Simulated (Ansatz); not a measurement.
The cell comes from COD entry 9012858, which wasn't checked; take it as a given geometry. The listed cell was then made from it by scaling, straining or moving an atom.

Bi₂Te₃: DFT, LDA, all-electron PAW with datasets made for the crystal, scalar-relativistic (Ansatz 0.2.0). What sets it apart from a plain run of this crystal: equal xy, yz and zx engineering shear strains of +1 %.

Command: `ansatz run input.yaml --threads 2 --pin off --max-ram 8192MiB --backend cpu --events-out ev --progress --plain --runs-dir out` The run took 62 s on 2 threads of Intel(R) Xeon(R) 6975P-C (Granite Rapids), on a shared host, peak memory 3.5 GiB.

```yaml
crystal:
  lattice:
    - [2.2646099979, 1.3358546497, 9.9640879002]
    - [-2.1523925099, 1.3137696371, 9.9420028877]
    - [0.0369825621, -2.5004242369, 9.9339192121]
  atoms:
    - { symbol: Bi, position: [0.812, 0.812, 0.812] }
    - { symbol: Bi, position: [0.402, 0.402, 0.402] }
    - { symbol: Te, position: [0.611, 0.611, 0.611] }
    - { symbol: Te, position: [0.2, 0.2, 0.2] }
    - { symbol: Te, position: [0.0, 0.0, 0.0] }
kpoints:
  mp_grid: { grid: [8, 8, 8] }
scf:
  occupations: { method: fermi_dirac, width: 0.08 }
hamiltonian:
  xc: lda
  pseudopotentials: { kind: all_electron, datasets: crystal }
output:
  forces: true
  stress: true
  eigenvalues: true
  efg: { contact_densities: true }
```

Output (standing set-up lines are left out):

```
basis.fft_grid_basis auto: the FFT boxes are laid along the combinations [[1, -1, 0], [0, 1, -1], [0, 0, 1]] of the cell's own vectors, 4.417, 4.398 and 10.244 Å long. The dense box has 24×24×54 points. Along the cell's own vectors, as sized, it would have 54×54×54, 5.06 times as many. basis.fft_grid_basis: typed keeps the cell's own vectors: state it where this run's energies or levels are differenced outside the engine with another run's, or held beside a run that keeps those vectors.
Crystal: 5 atoms, lattice volume = 168.047 Å³
Basis set: ecut = 240 eV, 1413 PW (Γ), FFT grids on a1−a2, a2−a3, a3
Symmetry: 1 space group operations
Space group: P1 (ITA 1), of the structure as read, at distance tolerance 5.5e-5 Å
k-points: 260 of 512 (time reversal used)
SCF iter   1: F=—  HF=-1724986.192321 eV  |F-HF|=—  |Δ(HF+E_count)|=         —  Δρ=1.17e-2  dr2=3.45e-1  ethr=8.23e-4  ⟨swp⟩=5.8  Hψ=43205  notcnv=0
preconditioner: auto → Kerker (q_TF=auto, 2.214 Å⁻¹)  [metal: Δε(μ)=0.011 eV  Ē_g=7.417 eV  σ=0.080 eV  W_gap=0.03  n_scr=32 (ndim 8)  ℏωp=15.2 eV  f_vac=0.000  D(μ)=1.25/eV (n_scr^D=2)]
SCF iter   2: F=—  HF=-1724986.108953 eV  |F-HF|=—  |Δ(HF+E_count)|=   8.34e-2  Δρ=6.44e-3  dr2=1.04e-1  ethr=7.19e-4  ⟨swp⟩=3.2  Hψ=15584  notcnv=0  defer=26
SCF iter   3: F=—  HF=-1724986.071806 eV  |F-HF|=—  |Δ(HF+E_count)|=   3.71e-2  Δρ=1.55e-3  dr2=1.05e-2  ethr=2.16e-4  ⟨swp⟩=3.1  Hψ=17495  notcnv=0  defer=6
SCF iter   4: F=—  HF=-1724986.074465 eV  |F-HF|=—  |Δ(HF+E_count)|=   2.66e-3  Δρ=5.89e-4  dr2=1.77e-3  ethr=2.19e-5  ⟨swp⟩=3.1  Hψ=17040  notcnv=0  defer=5
SCF iter   5: F=—  HF=-1724986.074233 eV  |F-HF|=—  |Δ(HF+E_count)|=   2.32e-4  Δρ=2.46e-4  dr2=5.92e-4  ethr=3.68e-6  ⟨swp⟩=2.6  Hψ=14435  notcnv=0  defer=1
SCF iter   6: F=—  HF=-1724986.074183 eV  |F-HF|=—  |Δ(HF+E_count)|=   4.95e-5  Δρ=1.03e-4  dr2=8.83e-5  ethr=1.23e-6  ⟨swp⟩=3.1  Hψ=14646  notcnv=0  defer=1
SCF iter   7: F=—  HF=-1724986.074172 eV  |F-HF|=—  |Δ(HF+E_count)|=   1.20e-5  Δρ=3.70e-5  dr2=1.17e-5  ethr=1.84e-7  ⟨swp⟩=3.4  Hψ=15892  notcnv=0
iter 8 solved again at ethr=1.47e-9 eV; its pass at ethr=2.43e-8 eV (dr2=7.07e-7 eV) is discarded
SCF iter   8: F=—  HF=-1724986.074170 eV  |F-HF|=—  |Δ(HF+E_count)|=   1.10e-6  Δρ=1.07e-5  dr2=6.18e-7  ethr=1.47e-9  ⟨swp⟩=3.2  Hψ=29619  notcnv=0
eigensolver tolerance schedule: the retry pair's looser diagonalisation over-reported the residual by 0.14 of it (diagonalisation noise at 0.15 of the residual, at the tolerance the schedule requests for it); recorded, not acted on — ethr = c·dr2/N_el stays at c = 1.0e-1
SCF iter   9: F=—  HF=-1724986.074170 eV  |F-HF|=—  |Δ(HF+E_count)|=   9.85e-8  Δρ=4.72e-6  dr2=1.06e-7  ethr=1.29e-9  ⟨swp⟩=3.0  Hψ=14732  notcnv=0
SCF iter  10: F=-1724986.074170 eV  HF=-1724986.074170 eV  |F-HF|=1.54e-8  |Δ(HF+E_count)|=   1.35e-8  Δρ=2.08e-6  dr2=2.06e-8  ethr=2.21e-10  ⟨swp⟩=3.0  Hψ=15789  notcnv=0
SCF 1 converged in 10 iterations: F = -1724986.074171 eV  dr2 = 2.06e-8
  Residual-converged pass: ⟨swp⟩=3.3  Hψ=16789  notcnv=0  max |occ|·‖R‖ = 6.7e-6 eV (tolerance 6.7e-6 eV)  dr2=1.98e-8  dr2_onsite=6.68e-9  max |Δocc| = 1.3e-8
  greatest PAW one-centre occupation: 0.984 electrons in one spin orbital (limit 2), on the Bi atom at site 0 (counted from 0), in its partial waves of l = 2
SCF converged after 10 iterations
Free energy (F): -1724986.074171 eV
Harris-Foulkes:  -1724986.074171 eV  (|F-HF|=1.54e-8)
Internal energy: -1724986.038663 eV  (E = F + TS)
E sigma→0 (E₀):  -1724986.056417 eV
Entropy (-TS):   -0.035507 eV (-7.101 meV/atom)
Past the cutoff: the bands carry plane waves up to 1.75 times it, of which those up to 1.5 times it add -0.000269 eV an atom, each by itself; the spheres take 0.000545 eV an atom off the energy for waves past 1.75 times it
By the cutoff:   a pressure is off by up to 0.007 GPa (1.2 times the spheres' own share and the shells' term, over an atom's volume, and 0.004 GPa: a bound that held against runs at twice the plane waves)
Past the cutoffs: a stress includes 0.0012 GPa for waves and charges beyond them, in addition to the slope of what the spheres take
In the spheres:  the bands' charges fall short by 1.5e-6 e at most (sound up to 1e-3), those of shells solved beside the bands by 3.6e-7 e (sound up to 5e-4)
Fermi energy:    11.991860 eV
--- Per-component energies (eV) ---
  The terms above E_closure are by the made datasets' own strengths, without shells solved beside the bands.
--- Forces (eV/Å), atoms counted from 1 ---
  atom   1  Bi     0.02081665     0.05005830    -0.74705873
  atom   2  Bi    -0.01288156    -0.01498346    -0.43341666
  atom   3  Te     0.00446443     0.01758566    -0.62348292
  atom   4  Te    -0.02437397    -0.06116194     0.65496070
  atom   5  Te     0.01197502     0.00850179     1.14896592
  max |Σ_I F_I| component: 3.17e-5 eV/Å
--- Stress (GPa, compression-positive) ---
       -1.312929      -0.010308      -0.168171
       -0.010308      -1.674028      -0.345310
       -0.168171      -0.345310      -2.603937
  P = ⅓ Tr σ = -1.8636 GPa (-18.636 kbar)
  It holds what live shells' own plane waves past their cutoff add
--- PAW observables at the nuclei: V_zz in 10²¹ V/m², potentials from the cell's mean, atoms counted from 1 ---
  atom   1  Bi V_zz =    -5.914320   η = 0.2721   by run symmetry: allowed
            electrostatic potential = -17822.251352 V   contact ρ = 17824470.329112 e/Å³
  atom   2  Bi V_zz =    +2.114342   η = 0.4433   by run symmetry: allowed
            electrostatic potential = -17822.746101 V   contact ρ = 17824340.796492 e/Å³
  atom   3  Te V_zz =    -1.747147   η = 0.2341   by run symmetry: allowed
            electrostatic potential = -8644.485862 V   contact ρ = 1462810.390131 e/Å³
  atom   4  Te V_zz =    +1.618400   η = 0.8319   by run symmetry: allowed
            electrostatic potential = -8644.304300 V   contact ρ = 1462807.694027 e/Å³
  atom   5  Te V_zz =    +2.441801   η = 0.8454   by run symmetry: allowed
            electrostatic potential = -8643.933020 V   contact ρ = 1462834.732095 e/Å³
--- Band table (eV; the first three rows and the last of 260) ---
  k-point 0: bands = ["-11.0291", "-11.0278", "-10.9995", "-10.9970", "-10.9932", "-10.4559", "-10.4548", "-10.4537", "-10.4483", "-10.4467", "-1.6295", "-0.9336", "0.5110", "2.9290", "3.1464", "9.2783", "9.3767", "9.4225", "9.7815", "9.8454", "9.9564", "11.4800", "11.5241", "11.5553", "11.8876", "12.2471", "12.2915", "14.0165"]
  k-point 1: bands = ["-11.0285", "-11.0277", "-10.9994", "-10.9972", "-10.9920", "-10.4574", "-10.4545", "-10.4536", "-10.4475", "-10.4463", "-1.4980", "-0.8260", "0.6072", "2.7285", "3.0908", "8.4931", "8.7971", "9.0183", "9.6914", "9.7721", "10.3188", "10.8258", "11.3200", "11.3851", "12.6117", "12.9022", "12.9508", "13.8737"]
  k-point 2: bands = ["-11.0304", "-11.0247", "-11.0001", "-10.9964", "-10.9890", "-10.4622", "-10.4537", "-10.4530", "-10.4471", "-10.4431", "-1.1138", "-0.5283", "0.8714", "2.1813", "2.8297", "7.6035", "8.2257", "8.5794", "8.6556", "9.3273", "9.7401", "11.0703", "11.4105", "11.5743", "12.5742", "12.7885", "13.0738", "14.2967"]
  k-point 259: bands = ["-11.0291", "-11.0278", "-10.9995", "-10.9970", "-10.9932", "-10.4559", "-10.4548", "-10.4537", "-10.4483", "-10.4467", "-1.4544", "-1.2622", "1.1276", "1.8181", "3.8620", "9.0579", "9.2719", "9.4111", "9.8842", "9.9802", "10.1486", "11.0647", "11.2661", "11.3181", "12.3957", "12.8136", "12.8794", "13.5625"]
```
